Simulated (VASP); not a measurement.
# KCl (Pm-3m) in VASP: further runs

One crystal, KCl, is run at these levels: PBE; tasks: single point.

Everything below comes from runs of VASP 6.6.1. Logs are shortened: lines on timing, memory, paths and dates and some standing lists are left out, and cuts for length are marked.

## 1. The crystal as given

It takes space group Pm-3m (No. 221, cubic). Conventional cell: a = 3.839 Å, b = 3.839 Å, c = 3.839 Å, α = 90.00°, β = 90.00°, γ = 90.00°. K (site symmetry m-3m) has 8 Cl at 3.32 Å as nearest neighbours. Around Cl (site symmetry m-3m) lie 8 K at 3.32 Å.

Measurements of this composition are mostly on another form, of space group No. 225.

## 2. Single point, PBE

The input, INCAR:

```
SYSTEM = KCl
PREC = Accurate ; ENCUT = 900
EDIFF = 1E-6 ; ISMEAR = 0
SIGMA = 0.05 ; LREAL = Auto
LASPH = .True. ; NELM = 100
ALGO = Normal ; ISIF = 2
LWAVE = .False. ; LCHARG = .False.
GGA = PE ; NBANDS = 15
ADDGRID = .False.
```

The input, KPOINTS:

```
regular mesh
0
Gamma
  7 7 7
  0 0 0
```

The input, POSCAR:

```
KCl
1.0
    3.8391960000      0.0000000000      0.0000000000
    0.0000000000      3.8391960000      0.0000000000
    0.0000000000      0.0000000000      3.8391960000
K Cl
1 1
Direct
    0.0405710000      0.0040460000      0.0049320000
    0.5021390000      0.4938510000      0.4988730000
```

Potentials or basis: VASP PAW PBE potentials, release 64 (K_sv, Cl_h).

Launch:

```sh
$ cat potpaw_PBE.64/K_sv/POTCAR potpaw_PBE.64/Cl_h/POTCAR > POTCAR
$ mpirun -np 1 vasp_std > vasp.out
```

OUTCAR:

```text
SYSTEM = KCl
   PREC = Accurate
   ENCUT = 900
   EDIFF = 1E-6
   ISMEAR = 0
   LREAL = Auto
   LASPH = .True.
   NELM = 100
   ISIF = 2
   GGA = PE

 Found    172 irreducible k-points:

 Following reciprocal coordinates:
            Coordinates               Weight
  0.000000  0.000000  0.000000      1.000000
  0.142857  0.000000  0.000000      2.000000
  0.000000  0.142857  0.000000      2.000000
  0.000000  0.000000  0.142857      2.000000
  0.285714  0.000000  0.000000      2.000000
  0.000000  0.285714  0.000000      2.000000
   k-points           NKPTS =    172   k-points in BZ     NKDIM =    172   number of bands    NBANDS=     15
   number of dos      NEDOS =    301   number of ions     NIONS =      2
   total plane-waves  NPLWV =  64000
   dimension x,y,z NGX =    40 NGY =   40 NGZ =   40
   dimension x,y,z NGXF=    80 NGYF=   80 NGZF=   80
   ions per type =               1   1
   NGX,Y,Z   is equivalent  to a cutoff of  17.32, 17.32, 17.32 a.u.
   NGXF,Y,Z  is equivalent  to a cutoff of  34.64, 34.64, 34.64 a.u.
 SYSTEM =  KCl
   PREC   = accura    normal or accurate (medium, high low for compatibility)
   ISTART =      0    job   : 0-new  1-cont  2-samecut
   ICHARG =      2    charge: 1-file 2-atom 10-const
   ISPIN  =      1    spin polarized calculation?
   LNONCOLLINEAR =      F non collinear calculations
   LSORBIT =      F    spin-orbit coupling
   LASPH  =      T    aspherical Exc in radial PAW
   ENCUT  =  900.0 eV  66.15 Ry    8.13 a.u.   9.39  9.39  9.39*2*pi/ulx,y,z
   NELM   =    100;   NELMIN=  2; NELMDL= -5     # of ELM steps
   EDIFF  = 0.1E-05   stopping-criterion for ELM
   LREAL  =      T    real-space projection
   EDIFFG = 0.1E-04   stopping-criterion for IOM
   NSW    =      0    number of steps for IOM
   IBRION =     -1    ionic relax: 0-MD 1-quasi-New 2-CG
   NFREE  =      0    steps in history (QN), initial steepest desc. (CG)
   ISIF   =      2    stress and relaxation
   ISYM   =      2    0-nonsym 1-usesym 2-fastsym
   POTIM  = 0.5000    time-step for ionic-motion
   TEBEG  =    0.0;   TEEND  =   0.0 temperature during run
   PSTRESS=    0.0 pullay stress
   NELECT =      16.0000    total number of electrons
   NUPDOWN=      -1.0000    fix difference up-down
   EMIN   =  10.00;   EMAX   =-10.00  energy-range for DOS
   EFERMI =   0.00;   METHOD = LEGACY
   ISMEAR =     0;   SIGMA  =   0.05  broadening in eV -4-tet -1-fermi 0-gaus
   EFERMI_NEDOS =   21; number of points for ismear=-14 and -15
   IALGO  =     38    algorithm
   IMIX   =      4    mixing-type and parameters
     AMIX     =   0.40;   BMIX     =  1.00
     AMIX_MAG =   1.60;   BMIX_MAG =  1.00
  volume/ion in A,a.u.               =      28.29       190.94
  Fermi-wavevector in a.u.,A,eV,Ry     =   1.074504  2.030517 15.708715  1.154558
  Thomas-Fermi vector in A             =   2.210334
   LORBIT       =      0    0 simple, 1 ext, 2 COOP (PROOUT), +10 PAW based schemes
   GGA     = PE    functional components
   LHFCALC =     F    Hartree Fock is set to
   AEXX    =    0.0000 exact exchange contribution
   IVDW    =     0    specifies the selected vdW correction
   LEPSILON=     F    determine dielectric tensor
   LRPA    =     F    only Hartree local field effects (RPA)
 non-spin polarized calculation
 Gauss-broadening in eV      SIGMA  =   0.05
  energy-cutoff  :      900.00
  volume of cell :       56.59
 maximum number of plane-waves:      3493
 NGX is ok and might be reduce to    40
   NGX = 19   NGY = 19   NGZ = 19

 number of electron      16.0000000 magnetization

 Free energy of the ion-electron system (eV)
  ---------------------------------------------------
  ext. energy  EPLUGINS =         0.00000000
  ---------------------------------------------------
  free energy    TOTEN  =        -6.64959647 eV

  energy without entropy =       -6.64959647  energy(sigma->0) =       -6.64959647

 E-fermi :  -0.3446     XC(G=0):  -8.0899

 val. band max:       -0.6224670043   @ k =   0.0000  -0.4286   0.4286
 cond. band min:       4.1996450099   @ k =   0.0000   0.0000   0.0000
 fundamental gap:      4.8221120142
 Fermi energy:        -0.3445828868

 k-point     1 :       0.0000    0.0000    0.0000
  band No.  band energies     occupation
      1     -28.6482      2.00000
      2     -13.1755      2.00000
      3     -12.0359      2.00000
      4     -12.0358      2.00000
      5     -12.0304      2.00000
      6      -0.8100      2.00000
      7      -0.8063      2.00000
      8      -0.8050      2.00000
      9       4.1996      0.00000
     10       5.9626      0.00000
     11       6.0172      0.00000
     12      10.0186      0.00000
     13      10.0571      0.00000
     14      10.0582      0.00000
     15      12.7440      0.00000

 k-point     2 :       0.1429    0.0000    0.0000
  band No.  band energies     occupation
      1     -28.6447      2.00000
      2     -13.2065      2.00000
      3     -12.0314      2.00000
      4     -12.0301      2.00000
      5     -12.0054      2.00000
      6      -1.1720      2.00000
      7      -0.8068      2.00000
      8      -0.8064      2.00000
      9       4.6611      0.00000
     10       6.1257      0.00000
     11       6.4140      0.00000
     12       9.9714      0.00000
     13       9.9747      0.00000
     14      10.1160      0.00000
     15      12.2368      0.00000

 k-point     3 :       0.0000    0.1429    0.0000
  band No.  band energies     occupation
      1     -28.6447      2.00000
      2     -13.2080      2.00000
      3     -12.0398      2.00000
      4     -12.0301      2.00000
      5     -11.9953      2.00000
      6      -1.1708      2.00000
      7      -0.8081      2.00000
      8      -0.8063      2.00000
      9       4.6610      0.00000
     10       6.1585      0.00000
     11       6.3724      0.00000
     12       9.9380      0.00000
     13       9.9776      0.00000
     14      10.1568      0.00000
     15      12.0770      0.00000

 k-point     4 :       0.0000    0.0000    0.1429
  band No.  band energies     occupation
      1     -28.6447      2.00000
      2     -13.2081      2.00000
      3     -12.0400      2.00000
      4     -12.0302      2.00000
      5     -11.9949      2.00000
      6      -1.1707      2.00000
      7      -0.8085      2.00000
      8      -0.8060      2.00000
      9       4.6610      0.00000
     10       6.1602      0.00000
     11       6.3702      0.00000
     12       9.9377      0.00000
     13       9.9766      0.00000
     14      10.1586      0.00000
     15      12.0701      0.00000

 k-point     5 :       0.2857    0.0000    0.0000
  band No.  band energies     occupation
      1     -28.6366      2.00000
      2     -13.2778      2.00000
      3     -12.0182      2.00000
      4     -12.0174      2.00000
      5     -11.9474      2.00000
      6      -1.8403      2.00000
      7      -0.8086      2.00000
      8      -0.8082      2.00000
      9       5.6986      0.00000
     10       6.5849      0.00000
     11       7.2778      0.00000
     12       9.8542      0.00000
     13       9.8585      0.00000
     14      10.3524      0.00000
     15      10.8714      0.00000

 k-point     6 :       0.0000    0.2857    0.0000
  band No.  band energies     occupation
      1     -28.6366      2.00000
      2     -13.2824      2.00000
      3     -12.0250      2.00000
      4     -12.0171      2.00000
      5     -11.9354      2.00000
      6      -1.8409      2.00000
      7      -0.8124      2.00000
      8      -0.8032      2.00000
      9       5.6928      0.00000
     10       6.6038      0.00000
     11       7.2303      0.00000
     12       9.8223      0.00000
     13       9.8503      0.00000
     14      10.3836      0.00000
     15      10.8245      0.00000

 [... further k-points ...]

------------------------ aborting loop because EDIFF is reached ----------------------------------------

  FORCE on cell =-STRESS in cart. coord.  units (eV):
  Direction    XX          YY          ZZ          XY          YZ          ZX
  --------------------------------------------------------------------------------------
  -------------------------------------------------------------------------------------
  Total        0.0533672      0.0598655      0.0622631      0.0254244      0.0027811      0.0147758
  in kB        1.5109992      1.6949860      1.7628702      0.7198476      0.0787418      0.4183516
  external PRESSURE =       1.6562851 kB  Pullay stress =       0.0000000 kB

 VOLUME and BASIS-vectors are now :
 -----------------------------------------------------------------------------
  energy-cutoff  :      900.00
  volume of cell :       56.59
      direct lattice vectors                 reciprocal lattice vectors
     3.839196000  0.000000000  0.000000000     0.260471203  0.000000000  0.000000000
     0.000000000  3.839196000  0.000000000     0.000000000  0.260471203  0.000000000
     0.000000000  0.000000000  3.839196000     0.000000000  0.000000000  0.260471203

 POSITION                                       TOTAL-FORCE (eV/Angst)
 -----------------------------------------------------------------------------------
      0.15576      0.01553      0.01893        -0.093229     -0.033844     -0.016045
      1.92781      1.89599      1.91527         0.093229      0.033844      0.016045
 -----------------------------------------------------------------------------------
    total drift:                               -0.008939      0.015146      0.000436

  FREE ENERGIE OF THE ION-ELECTRON SYSTEM (eV)
  ---------------------------------------------------
  free  energy   TOTEN  =        -6.6495964696 eV

  energy  without entropy=       -6.6495964696  energy(sigma->0) =       -6.64959647
```

Run time: 2.8 min. Hardware: 1 thread of Intel Xeon 6975P-C (Granite Rapids), shared host; peak memory 0.37 GiB.

The run converged, but some of its settings lie outside the range that counts as converged, so its numbers aren't taken as properties of the crystal.

What came out:

- Free energy: -6.6496 eV
- Pressure: 0.2 GPa
- Largest force: 0.100 eV/Å
- Band gap on the k mesh: 4.82 eV, indirect (least direct gap 5.00 eV)

Caveat: an odd mesh through Γ misses points on the zone boundary, where band edges often lie.

## 3. Single point, PBE

The input, INCAR:

```
SYSTEM = KCl
PREC = Accurate ; ENCUT = 900
EDIFF = 1E-4 ; ISMEAR = 0
SIGMA = 0.05 ; LREAL = .False.
LASPH = .True. ; NELM = 100
ALGO = Normal ; ISIF = 2
LWAVE = .False. ; LCHARG = .False.
GGA = PE ; NBANDS = 15
ADDGRID = .False.
```

KPOINTS is that of step 2.

The input, POSCAR:

```
KCl
1.0
    3.8391960000      0.0000000000      0.0000000000
    0.0000000000      3.8391960000      0.0000000000
    0.0000000000      0.0000000000      3.8391960000
K Cl
1 1
Direct
    0.0000000000      0.0000000000      0.0000000000
    0.5000000000      0.5000000000      0.5000000000
```

Potentials or basis: VASP PAW PBE potentials, release 64 (K_sv, Cl_h).

Launch:

```sh
$ cat potpaw_PBE.64/K_sv/POTCAR potpaw_PBE.64/Cl_h/POTCAR > POTCAR
$ mpirun -np 1 vasp_std > vasp.out
```

It took 14 s on 1 thread of Intel Xeon 6975P-C (Granite Rapids), shared host; peak memory 0.25 GiB.

These settings aren't checked as converged: the numbers below hold their error.

What came out:

```yaml
Free_energy: -6.6568 eV
Pressure: -0.1 GPa
Band_gap_on_the_k_mesh: 4.81 eV, indirect (least direct gap 5.00 eV)
```

Caveat: an odd mesh through Γ misses points on the zone boundary, where band edges often lie.

## 4. Single point, PBE

INCAR is that of step 3.

KPOINTS is that of step 3.

The input, POSCAR:

```
KCl
1.0
    3.8391960000      0.0000000000      0.0000000000
    0.0000000000      3.8391960000      0.0000000000
    0.0000000000      0.0000000000      3.8391960000
K Cl
1 1
Direct
    0.0405710000      0.0040460000      0.0049320000
    0.5021390000      0.4938510000      0.4988730000
```

Launch:

```sh
$ cat potpaw_PBE.64/K_sv/POTCAR potpaw_PBE.64/Cl_h/POTCAR > POTCAR
$ mpirun -np 1 vasp_std > vasp.out
```

It took 1.8 min on 1 thread of Intel Xeon 6975P-C (Granite Rapids), shared host; peak memory 0.46 GiB.

These settings aren't checked as converged: the numbers below hold their error.

What came out:

| Property | Result |
| --- | --- |
| Free energy | -6.6490 eV |
| Pressure | 0.1 GPa |
| Largest force | 0.102 eV/Å |
| Band gap on the k mesh | 4.82 eV, indirect (least direct gap 5.00 eV) |

Caveat: an odd mesh through Γ misses points on the zone boundary, where band edges often lie.

## 5. Single point, PBE

INCAR: that of step 4 with these lines changed.

```diff
@@ -1,4 +1,4 @@
 SYSTEM = KCl
-PREC = Accurate ; ENCUT = 900
-EDIFF = 1E-4 ; ISMEAR = 0
+PREC = Accurate ; ENCUT = 1100
+EDIFF = 1E-6 ; ISMEAR = 0
 SIGMA = 0.05 ; LREAL = .False.
```

KPOINTS is that of step 4.

The input, POSCAR:

```
KCl
1.0
    3.8391960000      0.0000000000      0.0000000000
    0.0000000000      3.8391960000      0.0000000000
    0.0000000000      0.0000000000      3.8391960000
K Cl
1 1
Direct
    0.0000000000      0.0000000000      0.0000000000
    0.5000000000      0.5000000000      0.5000000000
```

Potentials or basis: VASP PAW PBE potentials, release 64 (K_sv, Cl_h).

Launch:

```sh
$ cat potpaw_PBE.64/K_sv/POTCAR potpaw_PBE.64/Cl_h/POTCAR > POTCAR
$ mpirun -np 1 vasp_std > vasp.out
```

OUTCAR:

```text
SYSTEM = KCl
   PREC = Accurate
   ENCUT = 1100
   EDIFF = 1E-6
   ISMEAR = 0
   LREAL = .False.
   LASPH = .True.
   NELM = 100
   ISIF = 2
   GGA = PE

 Found     20 irreducible k-points:

 Following reciprocal coordinates:
            Coordinates               Weight
  0.000000  0.000000  0.000000      1.000000
  0.142857  0.000000  0.000000      6.000000
  0.285714  0.000000  0.000000      6.000000
  0.428571  0.000000  0.000000      6.000000
  0.142857  0.142857  0.000000     12.000000
  0.285714  0.142857  0.000000     24.000000
   k-points           NKPTS =     20   k-points in BZ     NKDIM =     20   number of bands    NBANDS=     15
[... 188 lines left out ...]
  --------------------------------------------------------------------------------------
  -------------------------------------------------------------------------------------
  Total        0.0116629      0.0116629      0.0116629      0.0000000      0.0000000      0.0000000
  in kB        0.3302149      0.3302149      0.3302149      0.0000000      0.0000000      0.0000000
  external PRESSURE =       0.3302149 kB  Pullay stress =       0.0000000 kB

 VOLUME and BASIS-vectors are now :
 -----------------------------------------------------------------------------
  energy-cutoff  :     1100.00
  volume of cell :       56.59
      direct lattice vectors                 reciprocal lattice vectors
     3.839196000  0.000000000  0.000000000     0.260471203  0.000000000  0.000000000
     0.000000000  3.839196000  0.000000000     0.000000000  0.260471203  0.000000000
     0.000000000  0.000000000  3.839196000     0.000000000  0.000000000  0.260471203

 POSITION                                       TOTAL-FORCE (eV/Angst)
 -----------------------------------------------------------------------------------
      0.00000      0.00000      0.00000         0.000000      0.000000      0.000000
      1.91960      1.91960      1.91960         0.000000      0.000000      0.000000
 -----------------------------------------------------------------------------------
    total drift:                               -0.000000     -0.000000     -0.000000

  FREE ENERGIE OF THE ION-ELECTRON SYSTEM (eV)
  ---------------------------------------------------
  free  energy   TOTEN  =        -6.6568483420 eV

  energy  without entropy=       -6.6568483420  energy(sigma->0) =       -6.65684834
```

Wall time 22 s (1 thread of Intel Xeon 6975P-C (Granite Rapids), shared host); peak memory 0.26 GiB.

The run converged, but some of its settings lie outside the range that counts as converged, so its numbers aren't taken as properties of the crystal.

What came out:

| Property | Result |
| --- | --- |
| Free energy | -6.6568 eV |
| Pressure | 0.0 GPa |
| Band gap on the k mesh | 4.82 eV, indirect (least direct gap 5.00 eV) |

Caveat: an odd mesh through Γ misses points on the zone boundary, where band edges often lie.

## 6. For comparison

An earlier run on the cell as given: functional PBEsol; potentials or basis VASP PAW PBE potentials, release 64 (K_sv, Cl); cutoff 520 eV; k mesh 7 × 7 × 7; occupations fermi-dirac, width 0.05 eV; no spin polarisation.

- Pressure: -1.4 GPa
- Band gap on the k mesh: 4.64 eV, indirect (least direct gap 4.83 eV)
